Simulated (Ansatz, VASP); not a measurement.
## WSe2 in VASP and in Ansatz

```xyz
6
Lattice="3.2855 0.0000 0.0000 -1.6427 2.8453 0.0000 0.0000 0.0000 24.2386" Properties=species:S:1:pos:R:3 pbc="T T T"
Se    0.0000    1.8969    4.5000
Se    0.0000    1.8969    7.8678
Se    0.0000    1.8969   11.5174
Se    0.0000    1.8969   14.8851
W     1.6427    0.9484    6.1844
W     1.6427    0.9484   13.2008
```

Alike in both runs: functional PBE; dispersion D3(BJ); k mesh 9 × 9 × 1; occupations gaussian, width 0.05 eV; no spin polarisation.

Ansatz relaxed the structure, and its values are those at the end. VASP's run is a single point on that final structure, the one shown.

|  | VASP | Ansatz |
| --- | --- | --- |
| version | VASP 6.6.1 | Ansatz 0.2.0 |
| potentials or method | VASP PAW PBE potentials, release 64 (Se, W_sv) | scalar-relativistic, plane waves, PAW |
| plane-wave cutoff (eV) | 520 | 420 |
| valence electrons in the cell | 52 | 92 |

VASP gave:

```
gap on the k mesh at the Fermi level (eV) : 1.53
least direct gap on the mesh (eV)         : 1.64
rms of the force components (eV/Å)        : 0.023
```

Question: Estimate Ansatz's values.

Answer: gap on the k mesh at the Fermi level (eV): 1.53; least direct gap on the mesh (eV): 1.64; rms of the force components (eV/Å): 0.001.

The two sets of potentials don't hold the same shells in valence.

Caveats: spin-orbit coupling is left out, which moves the levels of the heavy elements.
